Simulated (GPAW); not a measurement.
Input of a GPAW 26.7.0 run:

The input run.py:

```python
from ase import Atoms
from ase.eos import EquationOfState
from ase.io import Trajectory
from ase.units import GPa
from ase.parallel import parprint
from gpaw import GPAW, PW

atoms = Atoms(['Mo', 'S', 'S'],
              cell=[[1.58, 0.9122134253, 6.15],
                    [-1.58, 0.9122134253, 6.15],
                    [0.0, -1.8244268506, 6.15]],
              scaled_positions=[[0.0, 0.0, 0.0],
                                [0.417, 0.417, 0.417],
                                [0.25, 0.25, 0.25]],
              pbc=True)

traj = Trajectory('eos.traj', 'w')
volumes, energies = [], []
for x in [0.94, 0.96, 0.98, 1.0, 1.02, 1.04, 1.06]:
    a = atoms.copy()
    a.set_cell(atoms.cell * x**(1 / 3), scale_atoms=True)
    calc = GPAW(mode=PW(600),
                xc='MGGA_X_R2SCAN+MGGA_C_R2SCAN',
                kpts={'size': (7, 7, 7), 'gamma': True},
                occupations={'name': 'fermi-dirac', 'width': 0.05},
                nbands=25,
                convergence={'density': 1e-05, 'energy': 1e-05},
                maxiter=150,
                txt=f'eos-{x:.2f}.txt')
    a.calc = calc
    energies.append(a.get_potential_energy(force_consistent=True))
    volumes.append(a.get_volume())
    p = -a.get_stress()[:3].mean() / GPa
    calc.write(f'eos-{x:.2f}.gpw')
    traj.write(a)
    parprint(f'{x:.2f} {volumes[-1]:10.4f} A^3 {energies[-1]:14.6f} eV {p:9.3f} GPa', flush=True)

v0, e0, B = EquationOfState(volumes, energies, eos='birchmurnaghan').fit()
parprint(f'V0 = {v0:.4f} A^3, E0 = {e0:.6f} eV, B0 = {B / GPa:.2f} GPa')
```

Potentials or basis: GPAW PAW data sets (gpaw-data 1.2.1), pw.

The run is started by

```bash
$ OMP_NUM_THREADS=1 mpirun -n 4 gpaw python run.py
```

(1) What does it give for the equilibrium volume?

(2) What does it give for the bulk modulus at fixed shape and positions?

Answers

(1) 18.22 Å³/atom (rough: see the caveat).

(2) 148 GPa (rough).

Caveat: the points scatter about the fit; the cell was scaled at fixed shape and fractional positions, which overstates the stiffness of a crystal with free parameters, most of all of layers and chains; the PAW data sets were made with another functional, which shifts forces and pressure a little; the program warned that so skewed a cell can give wrong results.
